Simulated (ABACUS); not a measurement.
**SiC (Moissanite) under changes of volume**

One of the cells (10.341 Å³/atom); the others are scaled copies at fixed shape and fractional positions:

```
Si C
1.0
     3.07600    0.00000    0.00000
    -1.53800    2.66389    0.00000
     0.00000    0.00000    5.04800
Si C
2 2
Direct
  0.66667 0.33333 0.50000
  0.33333 0.66667 0.00000
  0.66667 0.33333 0.88500
  0.33333 0.66667 0.38500
```

* Program: ABACUS 3.10.1
* Functional: PBE
* Potentials or basis: PseudoDojo NC SR 0.4.1 PBE standard
* Cutoff: 1116 eV
* Density cutoff: 4463 eV
* Basis: plane waves
* k mesh: 10 × 10 × 5
* Occupations: fermi-dirac, width 0.05 eV
* Spin: no spin polarisation

| volume (Å³/atom) | energy over the lowest point (meV/atom) | pressure (GPa) | gap on the mesh (eV) | largest force (eV/Å) |
| --- | --- | --- | --- | --- |
| 9.721 | ? | ? | ? | ? |
| 9.927 | 24.09 | 13.6 | 2.42 | 0.826 |
| 10.134 | 9.81 | 8.4 | 2.46 | 0.792 |
| 10.341 | 1.98 | 3.7 | 2.49 | 0.760 |
| 10.548 | 0.00 | -0.7 | 2.52 | 0.729 |
| 10.755 | 3.33 | -4.6 | 2.53 | 0.700 |
| 10.961 | 11.49 | -8.1 | 2.49 | 0.672 |

What does the run at 9.721 Å³/atom give?

Energy over the lowest point 45.47 meV/atom; pressure 19.4 GPa; gap on the mesh 2.39 eV; largest force 0.863 eV/Å.

Worked out: A Birch-Murnaghan fit of order 3 (a polynomial in V^(-2/3)) to the other rows has its minimum at 10.52 Å³/atom with B0 = V·E''(V) = 212 GPa and B' = 3.8 at fixed shape and positions, which overstates the stiffness. It gives 45.31 meV/atom at 9.721 Å³/atom, against the run's 45.47, and -dE/dV = 19.4 GPa, against 19.4. A parabola through the other rows of the gap, of slope 3.84 eV per unit of ln V there, extrapolates to 2.34 eV, against the run's 2.39.

Energies are extrapolated to zero smearing.

Caveats: there are fewer bands than atomic start orbitals, so a level may be missed at k points of high symmetry; an odd mesh through Γ misses points on the zone boundary, where band edges often lie.
